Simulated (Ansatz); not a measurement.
A trial structure of TaAs was built thus: close-packed anion layers stacked A, with sites between them filled layer by layer (P-6m2, No. 187) (elements of the layers in order: As). Lengths were set from tabulated atomic sizes, so they are only a guess.

```cif
data_structure
_symmetry_space_group_name_H-M 'P-6m2'
_symmetry_Int_Tables_number 187
_cell_length_a 3.5245
_cell_length_b 3.5245
_cell_length_c 3.3952
_cell_angle_alpha 90.000
_cell_angle_beta 90.000
_cell_angle_gamma 120.000
_cell_volume 36.52
loop_
_atom_site_label
_atom_site_type_symbol
_atom_site_symmetry_multiplicity
_atom_site_Wyckoff_symbol
_atom_site_fract_x
_atom_site_fract_y
_atom_site_fract_z
_atom_site_occupancy
Ta1 Ta 1 b 0.00000 0.00000 0.50000 1
As1 As 1 e 0.66667 0.33333 0.00000 1
```

Level of theory: DFT PBE, scalar-relativistic, plane waves, PAW (Ansatz). Cutoff 420 eV, Gaussian smearing, Γ-centred meshes. Cell and atoms relax first on a coarse mesh and then on a finer one. In between, the cell is made exact in the group found at 0.06 Å. In metals the finer mesh still leaves noise of several meV/atom or more. The steps can't lower the symmetry of their start. No spin polarisation.

A guess keeps its type if space group and coordination stay and the shape of the cell changes little (axis ratios within about 15 %, angles within 6°); the volume may change.

Question: Will the relaxed cell still be of the starting type?

Answer: It keeps its type. The symmetry stays P-6m2 (No. 187). The end has the tungsten carbide type. The volume per atom shrinks by 3.7 %, from 18.3 to 17.6 Å³. The shortest distance goes from 2.65 Å (Ta–As) to 2.63 Å (Ta–As). The ratio c/a of the conventional cell changes by a factor of 1.06. Counting neighbours within 15 % of an atom's shortest distance, the start has As 6, Ta 6 and the end As 6, Ta 6.

Formation energies are uncorrected and refer to the elements' standard structures at the same level.

Question: At what energy does it end?

Answer: −0.54 eV/atom. It lies below the elements, which doesn't yet make it stable against other compounds or structures.

The last run used an 18×18×16 mesh (in the run's order of axes) for its 2-atom cell and Gaussian smearing of 0.10 eV. Spin–orbit coupling, which can matter for Ta, is left out. The reference form of As is held partly by dispersion forces, which this level lacks. A structure relaxed within its symmetry needn't be a true minimum.
